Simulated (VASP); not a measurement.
# Os (P6_3/mmc) in VASP: notebook

One crystal, Os, is run at these levels: r2SCAN; tasks: relaxation of shape and atoms at fixed volume.

Everything below comes from runs of VASP 6.6.1. Logs are shortened: lines on timing, memory, paths and dates and some standing lists are left out, and cuts for length are marked.

**1. The crystal as given**

Symmetry: P6_3/mmc, No. 194, hexagonal system. Conventional cell: a = 2.738 Å, b = 2.738 Å, c = 4.325 Å, α = 90.00°, β = 90.00°, γ = 120.00°. Os (site symmetry -6m2) has 12 Os at 2.68 to 2.74 Å as nearest neighbours.

**2. Relaxation of shape and atoms at fixed volume, r2SCAN**

Input file INCAR:

```
SYSTEM = Os
  ALGO = Normal
  EDIFF = 1E-7
  EDIFFG = -0.002
  ENCUT = 520
  IBRION = 2
  ISIF = 4
  ISMEAR = 0
  LASPH = .True.
  LCHARG = .False.
  LMIXTAU = .True.
  LREAL = .False.
  LWAVE = .False.
  METAGGA = R2SCAN
  NELM = 60
  NSW = 80
  PREC = Accurate
  SIGMA = 0.1
```

Input file KPOINTS:

```
k-points
0
Gamma
  18 18 10
  0 0 0
```

Input file POSCAR:

```
Os                                      
1.0
    2.7384591045      0.0000000000      0.0000000000
   -1.3692295523      2.3715751553      0.0000000000
    0.0000000000      0.0000000000      4.3254565077
  Os            
     2
Direct
     0.3333333300000021    0.6666666699999979    0.2500000000000000
     0.6666666699999979    0.3333333300000021    0.7500000000000000
```

Potentials or basis: VASP PAW PBE potentials, release 64 (Os).

Command:

```console
$ cat potpaw_PBE.64/Os/POTCAR > POTCAR
$ mpirun -np 1 vasp_std > vasp.out
```

OUTCAR:

```text
SYSTEM = Os
   EDIFF = 1E-7
   EDIFFG = -0.002
   ENCUT = 520
   IBRION = 2
   ISIF = 4
   ISMEAR = 0
   LASPH = .True.
   LREAL = .False.
   METAGGA = R2SCAN
   NELM = 60
   NSW = 80
   PREC = Accurate

 ion  position               nearest neighbor table
   1  0.333  0.667  0.250-   2 2.68   2 2.68   2 2.68   2 2.68   2 2.68   2 2.68
   2  0.667  0.333  0.750-   1 2.68   1 2.68   1 2.68   1 2.68   1 2.68   1 2.68

  LATTYP: Found a hexagonal cell.
 ALAT       =     2.7384591045
 C/A-ratio  =     1.5795220387

  Lattice vectors:

 A1 = (   2.7384591045,   0.0000000000,   0.0000000000)
 A2 = (  -1.3692295523,   2.3715751553,   0.0000000000)
 A3 = (   0.0000000000,   0.0000000000,   4.3254565077)

Analysis of symmetry for initial positions (statically):
=====================================================================
 Subroutine PRICEL returns:
 Original cell was already a primitive cell.

 Routine SETGRP: Setting up the symmetry group for a
 hexagonal supercell.

 Subroutine GETGRP returns: Found 24 space group operations
 (whereof 12 operations were pure point group operations)
 out of a pool of 24 trial point group operations.

The static configuration has the point symmetry D_3d.
 The point group associated with its full space group is D_6h.

Analysis of symmetry for dynamics (positions and initial velocities):
=====================================================================
 Subroutine PRICEL returns:
 Original cell was already a primitive cell.

 Routine SETGRP: Setting up the symmetry group for a
 hexagonal supercell.

 Subroutine GETGRP returns: Found 24 space group operations
 (whereof 12 operations were pure point group operations)
 out of a pool of 24 trial point group operations.

The dynamic configuration has the point symmetry D_3d.
 The point group associated with its full space group is D_6h.

 Subroutine INISYM returns: Found 24 space group operations
 (whereof 12 operations are pure point group operations),
 and found     1 'primitive' translations

----------------------------------------------------------------------------------------

                                     Primitive cell

  volume of cell :      28.0915

  direct lattice vectors                    reciprocal lattice vectors
     2.738459104  0.000000000  0.000000000     0.365168864  0.210830342  0.000000000
    -1.369229552  2.371575155  0.000000000     0.000000000  0.421660683  0.000000000
     0.000000000  0.000000000  4.325456508     0.000000000  0.000000000  0.231189471

  length of vectors
     2.738459104  2.738459108  4.325456508     0.421660684  0.421660683  0.231189471

  position of ions in fractional coordinates (direct lattice)
     0.333333330  0.666666670  0.250000000
     0.666666670  0.333333330  0.750000000

  ion indices of the primitive-cell ions
   primitive index   ion index
                 1           1
                 2           2

----------------------------------------------------------------------------------------

 KPOINTS: k-points

Automatic generation of k-mesh.
 Grid dimensions read from file:
 generate k-points for:   18   18   10

 Generating k-lattice:

  Cartesian coordinates                     Fractional coordinates (reciprocal lattice)
     0.020287159  0.011712797  0.000000000     0.055555556  0.000000000  0.000000000
     0.000000000  0.023425594  0.000000000     0.000000000  0.055555556  0.000000000
     0.000000000  0.000000000  0.023118947     0.000000000  0.000000000  0.100000000

  Length of vectors
     0.023425594  0.023425594  0.023118947

  Shift w.r.t. Gamma in fractional coordinates (k-lattice)
     0.000000000  0.000000000  0.000000000

 Subroutine IBZKPT returns following result:
 ===========================================

 Found    222 irreducible k-points:

 Following reciprocal coordinates:
            Coordinates               Weight
  0.000000  0.000000  0.000000      1.000000
  0.055556  0.000000  0.000000      6.000000
  0.111111  0.000000  0.000000      6.000000
  0.166667  0.000000  0.000000      6.000000
  0.222222  0.000000  0.000000      6.000000
  0.277778 -0.000000  0.000000      6.000000
[... 16 lines left out ...]
  0.333333  0.111111  0.000000     12.000000
  0.388889  0.111111  0.000000     12.000000
 [... further k-points ...]
   k-points           NKPTS =    222   k-points in BZ     NKDIM =    222   number of bands    NBANDS=     12
   number of dos      NEDOS =    301   number of ions     NIONS =      2
   total plane-waves  NPLWV =  12800
   dimension x,y,z NGX =    20 NGY =   20 NGZ =   32
   dimension x,y,z NGXF=    40 NGYF=   40 NGZF=   64
   ions per type =               2
   NGX,Y,Z   is equivalent  to a cutoff of  12.14, 12.14, 12.30 a.u.
   NGXF,Y,Z  is equivalent  to a cutoff of  24.28, 24.28, 24.60 a.u.
 SYSTEM =  Os
   PREC   = accura    normal or accurate (medium, high low for compatibility)
   ISTART =      0    job   : 0-new  1-cont  2-samecut
   ICHARG =      2    charge: 1-file 2-atom 10-const
   ISPIN  =      1    spin polarized calculation?
   LNONCOLLINEAR =      F non collinear calculations
   LSORBIT =      F    spin-orbit coupling
   LASPH  =      T    aspherical Exc in radial PAW
   ENCUT  =  520.0 eV  38.22 Ry    6.18 a.u.   5.09  5.09  8.04*2*pi/ulx,y,z
   NELM   =     60;   NELMIN=  2; NELMDL= -5     # of ELM steps
   EDIFF  = 0.1E-06   stopping-criterion for ELM
   LREAL  =      F    real-space projection
   EDIFFG = -.2E-02   stopping-criterion for IOM
   NSW    =     80    number of steps for IOM
   IBRION =      2    ionic relax: 0-MD 1-quasi-New 2-CG
   NFREE  =      1    steps in history (QN), initial steepest desc. (CG)
   ISIF   =      4    stress and relaxation
   ISYM   =      2    0-nonsym 1-usesym 2-fastsym
   POTIM  = 0.5000    time-step for ionic-motion
   TEBEG  =    0.0;   TEEND  =   0.0 temperature during run
   PSTRESS=    0.0 pullay stress
   NELECT =      16.0000    total number of electrons
   NUPDOWN=      -1.0000    fix difference up-down
   EMIN   =  10.00;   EMAX   =-10.00  energy-range for DOS
   EFERMI =   0.00;   METHOD = LEGACY
   ISMEAR =     0;   SIGMA  =   0.10  broadening in eV -4-tet -1-fermi 0-gaus
   EFERMI_NEDOS =   21; number of points for ismear=-14 and -15
   IALGO  =     38    algorithm
   IMIX   =      4    mixing-type and parameters
     AMIX     =   0.40;   BMIX     =  1.00
     AMIX_MAG =   1.60;   BMIX_MAG =  1.00
  volume/ion in A,a.u.               =      14.05        94.79
  Fermi-wavevector in a.u.,A,eV,Ry     =   1.357031  2.564417 25.055582  1.841533
  Thomas-Fermi vector in A             =   2.483984
   LORBIT       =      0    0 simple, 1 ext, 2 COOP (PROOUT), +10 PAW based schemes
   METAGGA = R2SCAN    functional components
   LHFCALC =     F    Hartree Fock is set to
   AEXX    =    0.0000 exact exchange contribution
   IVDW    =     0    specifies the selected vdW correction
   LEPSILON=     F    determine dielectric tensor
   LRPA    =     F    only Hartree local field effects (RPA)
 conjugate gradient relaxation of ions
 non-spin polarized calculation
 Gauss-broadening in eV      SIGMA  =   0.10
  energy-cutoff  :      520.00
  volume of cell :       28.09
 maximum number of plane-waves:       780
   NGX = 11   NGY = 11   NGZ = 17

 number of electron      15.9999999 magnetization

 Free energy of the ion-electron system (eV)
  ---------------------------------------------------
  ext. energy  EPLUGINS =         0.00000000
  ---------------------------------------------------
  free energy    TOTEN  =      -106.00704389 eV

  energy without entropy =     -105.99972344  energy(sigma->0) =     -106.00338366

 E-fermi :   9.2004     XC(G=0): -15.3644

 val. band max:        9.1890327666   @ k =   0.2222   0.0556   0.3000
 cond. band min:       9.2032137250   @ k =   0.2778  -0.0000   0.1000
 fundamental gap:      0.0141809584
 Fermi energy:         9.2003995099

 k-point     1 :       0.0000    0.0000    0.0000
  band No.  band energies     occupation
      1      -2.1959      2.00000
      2       1.1025      2.00000
      3       6.0443      2.00000
      4       6.0443      2.00000
      5       6.3121      2.00000
      6       6.9063      2.00000
      7       6.9063      2.00000
      8       7.5669      2.00000
      9       7.5669      2.00000
     10       9.2109      0.88220
     11      10.9398      0.00000
     12      10.9398      0.00000

 k-point     2 :       0.0556    0.0000    0.0000
  band No.  band energies     occupation
      1      -2.0651      2.00000
      2       1.2188      2.00000
      3       5.7435      2.00000
      4       6.1586      2.00000
      5       6.5765      2.00000
      6       6.8274      2.00000
      7       7.0129      2.00000
      8       7.4119      2.00000
      9       7.4742      2.00000
     10       8.5835      2.00000
     11      11.0037      0.00000
     12      11.7563      0.00000

 k-point     3 :       0.1111    0.0000    0.0000
  band No.  band energies     occupation
      1      -1.6835      2.00000
      2       1.5443      2.00000
      3       5.3016      2.00000
      4       6.4971      2.00000
      5       6.5859      2.00000
      6       6.7857      2.00000
      7       6.9869      2.00000
      8       7.2280      2.00000
      9       7.3275      2.00000
     10       7.9171      2.00000
     11      11.1662      0.00000
     12      13.1594      0.00000
[... 286 lines left out ...]
 k-point    23 :       0.3333    0.1111    0.0000
  band No.  band energies     occupation
      1       1.9545      2.00000
      2       2.3595      2.00000
      3       2.8713      2.00000
      4       5.0596      2.00000
      5       5.4992      2.00000
      6       6.6336      2.00000
      7       6.8698      2.00000
      8       9.9978      0.00000
      9      10.8189      0.00000
     10      11.7355      0.00000
     11      12.1894      0.00000
     12      18.1445      0.00000

 k-point    24 :       0.3889    0.1111    0.0000
  band No.  band energies     occupation
      1       2.1191      2.00000
      2       2.2302      2.00000
      3       2.5953      2.00000
      4       5.4447      2.00000
      5       5.5307      2.00000
      6       6.4523      2.00000
      7       7.2051      2.00000
      8      10.8358      0.00000
      9      11.2813      0.00000
     10      11.7656      0.00000
     11      13.2455      0.00000
     12      16.4373      0.00000

 [... further k-points ...]

------------------------ aborting loop because EDIFF is reached ----------------------------------------

  FORCE on cell =-STRESS in cart. coord.  units (eV):
  Direction    XX          YY          ZZ          XY          YZ          ZX
  --------------------------------------------------------------------------------------
  -------------------------------------------------------------------------------------
  Total       -0.0004009     -0.0004009     -0.0004719      0.0000000      0.0000000      0.0000000
  in kB       -0.0228660     -0.0228660     -0.0269134      0.0000000      0.0000000      0.0000000
  external PRESSURE =      -0.0242151 kB  Pullay stress =       0.0000000 kB

 VOLUME and BASIS-vectors are now :
 -----------------------------------------------------------------------------
  energy-cutoff  :      520.00
  volume of cell :       28.09
      direct lattice vectors                 reciprocal lattice vectors
     2.738459104  0.000000000  0.000000000     0.365168864  0.210830342  0.000000000
    -1.369229552  2.371575155  0.000000000     0.000000000  0.421660683  0.000000000
     0.000000000  0.000000000  4.325456508     0.000000000  0.000000000  0.231189471

 POSITION                                       TOTAL-FORCE (eV/Angst)
 -----------------------------------------------------------------------------------
     -0.00000      1.58105      1.08136         0.000000      0.000000      0.000000
      1.36923      0.79053      3.24409        -0.000000     -0.000000      0.000000
 -----------------------------------------------------------------------------------
    total drift:                               -0.000000      0.000000     -0.000000

  FREE ENERGIE OF THE ION-ELECTRON SYSTEM (eV)
  ---------------------------------------------------
  free  energy   TOTEN  =      -106.0070438869 eV

  energy  without entropy=     -105.9997234403  energy(sigma->0) =     -106.00338366

 reached required accuracy - stopping structural energy minimisation
```

It took 1.8 min on 1 thread of Intel Xeon 6975P-C (Granite Rapids), shared host; peak memory 0.2 GiB.

Results:

```
Free energy             : -106.0070 eV
Pressure after relaxing : 0.0 GPa
Band gap on the k mesh  : none (metal or under the smearing width)
```

Final structure:
```
CELL_PARAMETERS angstrom
2.73846 0.00000 0.00000
-1.36923 2.37158 0.00000
0.00000 0.00000 4.32546
ATOMIC_POSITIONS crystal
Os 0.33333 0.66667 0.25000
Os 0.66667 0.33333 0.75000
```

Levels at points of the mesh, in eV from the Fermi level:
| k point | band 5 | band 6 | band 7 | band 8 | band 9 | band 10 | band 11 | band 12 |
| --- | --- | --- | --- | --- | --- | --- | --- | --- |
| (0.00, 0.00, 0.00) | -2.89 | -2.29 | -2.29 | -1.63 | -1.63 | 0.01 | 1.74 | 1.74 |
| (0.50, 0.00, 0.00) | -3.04 | -2.70 | -1.95 | 2.09 | 2.67 | 2.78 | 4.56 | 5.94 |
| (0.00, 0.00, 0.50) | -3.36 | -3.36 | -3.36 | -3.36 | 0.91 | 0.91 | 0.91 | 0.91 |
| (0.50, 0.00, 0.50) | -1.26 | -1.26 | -0.18 | -0.18 | 2.44 | 2.44 | 3.41 | 3.41 |

Caveat: the relaxation stopped at its first step, so nothing moved; the PAW data sets were made with another functional, which shifts forces and pressure a little. The run has no spin-orbit coupling, so splittings on Os are missing.

**3. Relaxation of shape and atoms at fixed volume, r2SCAN (a relaxed cell with its volume scaled by 0.97)**

INCAR is that of step 2.

KPOINTS is that of step 2.

Input file POSCAR:

```
Os                                      
1.0
    2.7107960101      0.0000000000      0.0000000000
   -1.3553980051      2.3476182128      0.0000000000
    0.0000000000      0.0000000000      4.2817620404
  Os            
     2
Direct
     0.3333333300000021    0.6666666699999979    0.2500000000000000
     0.6666666699999979    0.3333333300000021    0.7500000000000000
```

Potentials or basis: VASP PAW PBE potentials, release 64 (Os).

Command:

```console
$ cat potpaw_PBE.64/Os/POTCAR > POTCAR
$ mpirun -np 1 vasp_std > vasp.out
```

It took 4.1 min on 1 thread of Intel Xeon 6975P-C (Granite Rapids), shared host; peak memory 0.2 GiB.

The run converged. Its results:

* Free energy: -105.9701 eV
* Energy gained by relaxing: 0.0 meV/atom
* Ionic steps: 3
* Pressure after relaxing: 14.3 GPa
* Band gap on the k mesh: none (metal or under the smearing width)

Final structure:
```cif
data_structure
_symmetry_space_group_name_H-M 'P 1'
_symmetry_Int_Tables_number 1
_cell_length_a 2.7094
_cell_length_b 2.7094
_cell_length_c 4.2863
_cell_angle_alpha 90.000
_cell_angle_beta 90.000
_cell_angle_gamma 120.000
_cell_volume 27.25
loop_
_atom_site_label
_atom_site_type_symbol
_atom_site_fract_x
_atom_site_fract_y
_atom_site_fract_z
_atom_site_occupancy
Os1 Os 0.33333 0.66667 0.25000 1
Os2 Os 0.66667 0.33333 0.75000 1
```

Levels at points of the mesh, in eV from the Fermi level:
```csv
k point,band 4,band 5,band 6,band 7,band 8,band 9,band 10,band 11,band 12
"(0.00, 0.00, 0.00)",-3.30,-3.04,-2.40,-2.40,-1.69,-1.69,0.00,1.82,1.82
"(0.50, 0.00, 0.00)",-3.84,-3.12,-2.81,-2.04,2.22,2.82,2.93,4.78,6.20
"(0.00, 0.00, 0.50)",-3.86,-3.51,-3.51,-3.51,-3.51,0.97,0.97,0.97,0.97
"(0.50, 0.00, 0.50)",-5.80,-1.31,-1.31,-0.18,-0.18,2.58,2.58,3.56,3.56
```

Caveat: the PAW data sets were made with another functional, which shifts forces and pressure a little.

**4. Relaxation of shape and atoms at fixed volume, r2SCAN (a relaxed cell with its volume scaled by 1.03)**

INCAR is that of step 3.

KPOINTS is that of step 3.

Input file POSCAR:

```
Os                                      
1.0
    2.7655743244      0.0000000000      0.0000000000
   -1.3827871623      2.3950576246      0.0000000000
    0.0000000000      0.0000000000      4.3682855951
  Os            
     2
Direct
     0.3333333300000021    0.6666666699999979    0.2500000000000000
     0.6666666699999979    0.3333333300000021    0.7500000000000000
```

Command:

```console
$ cat potpaw_PBE.64/Os/POTCAR > POTCAR
$ mpirun -np 1 vasp_std > vasp.out
```

Run time: 4.3 min. Hardware: 1 thread of Intel Xeon 6975P-C (Granite Rapids), shared host; peak memory 0.21 GiB.

Results (log left out):

| Property | Result |
| --- | --- |
| Free energy | -105.9752 eV |
| Energy gained by relaxing | 0.0 meV/atom |
| Ionic steps | 3 |
| Pressure after relaxing | -12.0 GPa |
| Band gap on the k mesh | none (metal or under the smearing width) |

Final structure:
```cif
data_structure
_symmetry_space_group_name_H-M 'P 1'
_symmetry_Int_Tables_number 1
_cell_length_a 2.7671
_cell_length_b 2.7671
_cell_length_c 4.3633
_cell_angle_alpha 90.000
_cell_angle_beta 90.000
_cell_angle_gamma 120.000
_cell_volume 28.93
loop_
_atom_site_label
_atom_site_type_symbol
_atom_site_fract_x
_atom_site_fract_y
_atom_site_fract_z
_atom_site_occupancy
Os1 Os 0.33333 0.66667 0.25000 1
Os2 Os 0.66667 0.33333 0.75000 1
```

Levels at points of the mesh, in eV from the Fermi level:
| k point | band 4 | band 5 | band 6 | band 7 | band 8 | band 9 | band 10 | band 11 | band 12 |
| --- | --- | --- | --- | --- | --- | --- | --- | --- | --- |
| (0.00, 0.00, 0.00) | -3.02 | -2.75 | -2.20 | -2.20 | -1.58 | -1.58 | 0.03 | 1.66 | 1.66 |
| (0.50, 0.00, 0.00) | -3.54 | -2.96 | -2.59 | -1.86 | 1.97 | 2.52 | 2.65 | 4.36 | 5.70 |
| (0.00, 0.00, 0.50) | -3.55 | -3.23 | -3.23 | -3.23 | -3.23 | 0.86 | 0.86 | 0.86 | 0.86 |
| (0.50, 0.00, 0.50) | -5.31 | -1.21 | -1.21 | -0.18 | -0.18 | 2.30 | 2.30 | 3.27 | 3.27 |

Caveat: the PAW data sets were made with another functional, which shifts forces and pressure a little.

**5. Overview**

```csv
cell,gap on the mesh (eV),pressure (GPa)
relaxed at fixed volume,none,0.0
relaxed at fixed volume from: a relaxed cell with its volume scaled by 0.97,none,14.3
relaxed at fixed volume from: a relaxed cell with its volume scaled by 1.03,none,-12.0
```

Alike in all rows: task relaxation of shape and atoms at fixed volume; level r2SCAN; potentials or basis VASP PAW PBE potentials, release 64 (Os); no spin polarisation; k mesh 18 × 18 × 10; cutoff (eV) 520; smearing gaussian 0.1 eV.

Caveats: the PAW data sets were made with another functional, which shifts forces and pressure a little; the relaxation stopped at its first step, so nothing moved (some runs).

Absolute energies hang on the potentials; compare differences alone.
